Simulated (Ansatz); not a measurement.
We consider tetradymite Sb₂Te₃, described by rVV10 (Ansatz, a program for electronic structure, plane waves, PAW).

Settings: plane-wave cutoff 500 eV, 12×12×12 k mesh, Fermi–Dirac smearing 0.05 eV, scalar-relativistic PAW data made under PBE.

Computed at the level's own relaxed cell.

What does this level give for the volume per atom, lattice constant a, lattice parameter c and band gap?


* **volume per atom**: 34.15 Å³/atom
* **lattice constant a**: 4.392 Å
* **lattice parameter c**: 30.666 Å
* **band gap**: 0.05 eV (under three smearing widths, so not firm)

Measured, for comparison: band gap 0.3 eV (temperature not stated, not corrected to a static lattice, compiled measured gap; kind and temperature not stated, our sources range from 0.17 to 0.30; as tabulated in Kothakonda et al. (2022), arXiv:2208.02841); lattice constant a 4.264 Å (302 K, not corrected to a static lattice, our sources range from 4.256 to 4.264; as tabulated in Anderson, Krause, Acta Cryst. B 30, 1307 (1974), by the American Mineralogist …); lattice parameter c 30.458 Å (302 K, not corrected to a static lattice, our sources range from 30.363 to 30.458; as tabulated in Anderson, Krause, Acta Cryst. B 30, 1307 (1974), by the American Mineralogist …). Computed (rounded) less measured: lattice constant a +3.0 % (+3.0 % to +3.2 % over the range), lattice parameter c +0.7 % (+0.7 % to +1.0 % over the range).

Spin–orbit coupling is not included; with these elements it can move the gap by several tenths of an eV or more.

Computed values are for the static lattice.
